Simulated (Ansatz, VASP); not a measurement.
Two plane-wave programs on Au

```
Au
1.0
     2.88358    0.00000    0.00000
     1.44179    2.49725    0.00000
     0.00000    0.00000   29.12661
Au
7
Direct
  0.00000 0.00000 0.26244
  0.33333 0.33333 0.34205
  0.66667 0.66667 0.42095
  0.00000 0.00000 0.50000
  0.33333 0.33333 0.57905
  0.66667 0.66667 0.65795
  0.00000 0.00000 0.73756
```

Alike in both runs: functional LDA; k mesh 16 × 16 × 1; occupations gaussian, width 0.1 eV; no spin polarisation.

Ansatz relaxed the structure, and its values are those at the end. VASP's run is a single point on that final structure, the one shown.

|  | VASP | Ansatz |
| --- | --- | --- |
| version | VASP 6.6.1 | Ansatz 0.2.0 |
| potentials or method | VASP PAW LDA potentials, release 64 (Au) | scalar-relativistic, plane waves, PAW |
| plane-wave cutoff (eV) | 520 | 420 |
| valence electrons in the cell | 77 | 133 |

|  | VASP | Ansatz | Ansatz less VASP |
| --- | --- | --- | --- |
| gap on the k mesh at the Fermi level (eV) | none | none | - |
| rms of the force components (eV/Å) | 0.008 | 0.002 | -0.0061 |

A gap of «none» marks a metal or a gap that the smearing closes. The two sets of potentials don't hold the same shells in valence. Ansatz warned: «gradients_without_spin_orbit».

Spin-orbit coupling is left out, which matters for the levels of Au.
